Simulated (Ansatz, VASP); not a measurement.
**Two plane-wave programs on ZnSe (Stilleite)**

INCAR

```
SYSTEM = ZnSe
  PREC = Accurate
  ENCUT = 520
  EDIFF = 1E-6
  ISMEAR = 0
  SIGMA = 0.01
  LREAL = .FALSE.
  LASPH = .TRUE.
  NELM = 100
  ALGO = Normal
  ISIF = 2
  LWAVE = .FALSE.
  LCHARG = .TRUE.
  LELF = .TRUE.
  LVHAR = .TRUE.
  NBANDS = 16
```

KPOINTS

```
Automatic mesh
0
G
  8 8 8
  0 0 0
```

The input POSCAR:

```
ZnSe
1.0
    0.0000000000      2.8324246721      2.8324246721
    2.8324246721      0.0000000000      2.8324246721
    2.8324246721      2.8324246721      0.0000000000
Zn Se
1 1
Direct
    0.0000000000      0.0000000000      0.0000000000
    0.2500000000      0.2500000000      0.2500000000
```

Input for Ansatz:

```yaml
crystal:
  lattice:
    - [0.0, 2.8324246721, 2.8324246721]
    - [2.8324246721, 0.0, 2.8324246721]
    - [2.8324246721, 2.8324246721, 0.0]
  atoms:
    - { symbol: Zn, position: [0.0, 0.0, 0.0] }
    - { symbol: Se, position: [0.25, 0.25, 0.25] }
kpoints:
  mp_grid: { grid: [8, 8, 8] }
  band_path:
    path:
      - [0.0, 0.0, 0.0]
      - [-0.5, -0.5, 0.0]
      - [-0.375, -0.375, 0.25]
      - [-0.375, 0.0, 0.375]
      - [0.0, 0.0, 0.5]
      - [-0.5, -0.25, 0.25]
    npoints: 1
hamiltonian:
  xc: lda
scf:
  occupations: { method: fixed }
  n_extra_bands: 4
output:
  forces: true
  stress: true
  eigenvalues: true
```

Alike in both runs: task single point; functional LDA; k mesh 8 × 8 × 8; no spin polarisation.

|  | VASP | Ansatz |
| --- | --- | --- |
| version | VASP 6.6.1 | Ansatz 0.2.0 |
| potentials or method | VASP PAW LDA potentials, release 64 (Zn, Se) | plane waves, PAW |
| plane-wave cutoff (eV) | 520 | 420 |
| occupations | gaussian, width 0.01 eV | fixed |
| valence electrons in the cell | 18 | 28 |

|  | VASP | Ansatz | Ansatz less VASP |
| --- | --- | --- | --- |
| gap on the k mesh at the Fermi level (eV) | 1.07 | 1.04 | -0.037 |
| pressure (GPa) | -3.0 | -3.3 | -0.30 |

The two sets of potentials don't hold the same shells in valence.
